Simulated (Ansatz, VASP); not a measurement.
# Two plane-wave programs on BAs

```
As B
1.0
     0.00000    2.38850    2.38850
     2.38850    0.00000    2.38850
     2.38850    2.38850    0.00000
As B
1 1
Direct
  0.75000 0.75000 0.75000
  0.00000 0.00000 0.00000
```

Alike in both runs: task band structure; functional PBEsol; k mesh 7 × 7 × 7; occupations fermi-dirac, width 0.05 eV; spin-orbit coupling, no magnetisation.

|  | VASP | Ansatz |
| --- | --- | --- |
| version | VASP 6.6.1 | Ansatz 0.2.0 |
| potentials or method | VASP PAW PBE potentials, release 64 (As, B) | Ansatz PAW |
| plane-wave cutoff (eV) | 520 | 420 |
| valence electrons in the cell | 8 | 18 |

```tsv
	VASP	Ansatz	Ansatz less VASP
gap on the k mesh at the Fermi level (eV)	1.03	1.04	+0.009
least direct gap on the mesh (eV)	3.04	3.04	+0.001
gap along the band path (eV)	1.01	1.02	+0.006
pressure (GPa)	0.1	-0.8	-0.89
```

The two sets of potentials don't hold the same shells in valence.

Caveats: the PAW data sets were made with another functional, which shifts forces and pressure a little (VASP); the PAW data sets come from PBE, with cores solved anew for the run's functional, which leaves a small shift of forces and pressure (Ansatz).
